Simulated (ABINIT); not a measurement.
Crystal: Ti3Al.

```xyz
4
Lattice="2.9275 0.0000 0.0000 -1.4638 2.5353 0.0000 0.0000 0.0000 9.2264" Properties=species:S:1:pos:R:3 pbc="T T T"
Ti    0.0000    1.6902    2.3011
Ti    0.0000    1.6902    6.9253
Ti    1.4638    0.8451    0.0000
Al    1.4638    0.8451    4.6132
```

The cell comes from a database or a generator and needn't be the stable form of this composition.

```yaml
Program: ABINIT 10.8.3 (patched build)
Task: relaxation of cell and atoms
Functional: PBEsol
Potentials_or_basis: PseudoDojo NC SR PBEsol v0.4.1 standard
Cutoff: 1143 eV
k_mesh: 8 × 8 × 2
Occupations: fermi-dirac, width 0.05 eV
Spin: no spin polarisation
```

At the start: pressure -3.4 GPa; volume 17.12 Å³/atom.

Question: Where does the relaxation end?

Answer: Over 11 steps the energy falls by 5.9 meV/atom and the volume is 16.60 Å³/atom (-3.0 %); space group P-6m2 (No. 187, to 0.05 Å).

Step by step:
| step | energy change (eV) | largest force (eV/Å) | pressure (GPa) | volume (Å³) |
| --- | --- | --- | --- | --- |
| 1 | 0.0000 | 0.0660 | -3.41 | 68.48 |
| 2 | -0.0129 | 0.0584 | -2.31 | 67.77 |
| 3 | -0.0233 | 0.0388 | 0.09 | 66.33 |
| 4 | -0.0234 | 0.0363 | 0.02 | 66.38 |
| 5 | -0.0234 | 0.0270 | -0.07 | 66.43 |
| 6 | -0.0235 | 0.0113 | -0.10 | 66.45 |
| 7 | -0.0235 | 0.0008 | -0.05 | 66.42 |
| 8 | -0.0235 | 0.0010 | -0.01 | 66.40 |
| 9 | -0.0235 | 0.0005 | 0.00 | 66.40 |
| 10 | -0.0235 | 0.0002 | 0.00 | 66.40 |
| 11 | -0.0235 | 0.0001 | 0.00 | 66.40 |

Final structure:
```yaml
crystal:
  lattice:
    - [2.90030, 0.00000, 0.00000]
    - [-1.45015, 2.51174, 0.00000]
    - [0.00000, 0.00000, 9.11422]
  atoms:
    - { symbol: Ti, position: [0.33333, 0.66667, 0.24859] }
    - { symbol: Ti, position: [0.33333, 0.66667, 0.75141] }
    - { symbol: Ti, position: [0.66667, 0.33333, 0.00000] }
    - { symbol: Al, position: [0.66667, 0.33333, 0.50000] }
```
